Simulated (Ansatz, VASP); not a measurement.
## Two plane-wave programs on HfO2

```
CELL_PARAMETERS angstrom
0.00000 2.58764 2.58764
2.58764 0.00000 2.58764
2.58764 2.58764 0.00000
ATOMIC_POSITIONS crystal
Hf 0.00000 0.00000 0.00000
O 0.25000 0.25000 0.25000
O 0.75000 0.75000 0.75000
```

Alike in both runs: task single point; functional PBEsol; k mesh 8 × 8 × 8; occupations gaussian, width 0.05 eV; no spin polarisation.

|  | VASP | Ansatz |
| --- | --- | --- |
| version | VASP 6.6.1 | Ansatz 0.2.0 |
| potentials or method | VASP PAW PBE potentials, release 64 (Hf_pv, O) | scalar-relativistic, plane waves, PAW |
| plane-wave cutoff (eV) | 520 | 520 |
| valence electrons in the cell | 22 | 38 |

VASP gave:

| Quantity | Value |
| --- | --- |
| gap on the k mesh at the Fermi level (eV) | 3.51 |
| least direct gap on the mesh (eV) | 3.51 |
| pressure (GPa) | -20.4 |

**Question.** Which values does Ansatz return?

**Answer.** gap on the k mesh at the Fermi level (eV): 3.51; least direct gap on the mesh (eV): 3.51; pressure (GPa): -17.3.

The functional is the same, so the differences come from potentials, cutoffs and numerics. The two sets of potentials don't hold the same shells in valence. Ansatz warned: «pseudo_functional_mismatch».

Caveats: so large a pressure means that the cell lies far from this level's equilibrium, or that cutoff or potentials fall short (VASP); the potentials were made for another functional, which shifts forces and pressure (VASP); spin-orbit coupling is left out, which moves the levels of the heavy elements. A k mesh can miss the band edges.
